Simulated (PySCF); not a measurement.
Molecule: gamma-butyrolactone (O=C1CCCO1, C₄H₆O₂).

Molfile (atoms numbered from 1):
```
C4H6O2
     RDKit          3D

 12 12  0  0  0  0  0  0  0  0999 V2000
    2.2228   -1.3742    0.2072 O   0  0  0  0  0  0  0  0  0  0  0  0
    1.1763   -0.8221    0.0564 C   0  0  0  0  0  0  0  0  0  0  0  0
    0.8503    0.6525    0.2144 C   0  0  0  0  0  0  0  0  0  0  0  0
   -0.6649    0.6611    0.3307 C   0  0  0  0  0  0  0  0  0  0  0  0
   -1.0341   -0.5746   -0.4858 C   0  0  0  0  0  0  0  0  0  0  0  0
    0.0522   -1.4754   -0.3174 O   0  0  0  0  0  0  0  0  0  0  0  0
    1.2019    1.1677   -0.6964 H   0  0  0  0  0  0  0  0  0  0  0  0
    1.3991    1.0801    1.0630 H   0  0  0  0  0  0  0  0  0  0  0  0
   -0.9661    0.5235    1.3810 H   0  0  0  0  0  0  0  0  0  0  0  0
   -1.1458    1.5757   -0.0420 H   0  0  0  0  0  0  0  0  0  0  0  0
   -1.1394   -0.3378   -1.5593 H   0  0  0  0  0  0  0  0  0  0  0  0
   -1.9524   -1.0766   -0.1517 H   0  0  0  0  0  0  0  0  0  0  0  0
  1  2  2  0
  2  3  1  0
  3  4  1  0
  4  5  1  0
  5  6  1  0
  6  2  1  0
  3  7  1  0
  3  8  1  0
  4  9  1  0
  4 10  1  0
  5 11  1  0
  5 12  1  0
M  END
```

Geometry PBE0-D3(BJ)/def2-SVP throughout; GIAO in PySCF 2.14.0 with density-fitted response routines, gas phase, one conformer, non-relativistic; equivalent atoms averaged; basis pcSseg-2.

For orientation, BP86 gives these absolute shieldings σ: O1 -83.4, O6 90.4, C2 -0.1, C5 107.0, C3 148.2, C4 150.9, H11/H12 27.06, H7/H8 29.04, H9/H10 29.15 ppm.

A run gave: O1 -94.3, O6 120.2, C2 -0.4, C5 116.2, C3 154.3, C4 158.0, H11/H12 27.45, H7/H8 29.26, H9/H10 29.48 ppm (absolute shieldings σ).

Question: Which functional was used in that run?
A. KT2
B. mPW1PW91
C. WP04
D. BHandHLYP

Answer: D. O6 tells them apart best: BHandHLYP gives 120.2, WP04 gives 92.1, mPW1PW91 gives 105.4, KT2 gives 98.9 ppm.
